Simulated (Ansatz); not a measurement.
Runs of Ansatz 0.2.0 on InSe. It takes space group R3m (No. 160, trigonal). Conventional cell: a = 4.000 Å, b = 4.000 Å, c = 25.320 Å, α = 90.00°, β = 90.00°, γ = 120.00°. In (site symmetry 3m) has 3 Se at 2.63 Å and 1 In at 2.82 Å as nearest neighbours. In (site symmetry 3m) has 3 Se at 2.64 Å and 1 In at 2.82 Å as nearest neighbours. Around Se (site symmetry 3m) lie 3 In at 2.63 Å. Se (site symmetry 3m) has 3 In at 2.64 Å as nearest neighbours. 

```csv
task,level,potentials or basis,k mesh,cutoff (eV),smearing,basis error allowed,gap on the mesh (eV),pressure (GPa),largest force (eV/Å)
single point,PBE,"all-electron LAPW, scalar-relativistic",5 × 5 × 5,239,fermi-dirac 0.04 eV,0.003 eV/atom,(a),2.8,0.36
single point,PBE,"all-electron LAPW, scalar-relativistic",6 × 6 × 6,251,fermi-dirac 0.04 eV,0.002 eV/atom,0.45,2.8,0.36
single point,PBE,"all-electron LAPW, scalar-relativistic",6 × 6 × 6,239,fermi-dirac 0.04 eV,0.003 eV/atom,0.45,2.8,0.36
single point,PBE exchange only,all-electron PAW datasets made for the crystal,8 × 8 × 8,240,gaussian 0.01 eV,-,0.44,10.5,0.81
```

Alike in all rows: no spin polarisation; cell as given.

Task: Fill in the values left out.

Result: (a) 0.97.

Caveats: spin-orbit coupling is left out, which moves the levels of the heavy elements; an odd mesh through Γ misses points on the zone boundary, where band edges often lie (some runs).

A k mesh can miss the band edges, and the runs leave out spin-orbit coupling on In, Se.

The runs don't all hold the same shells in valence.
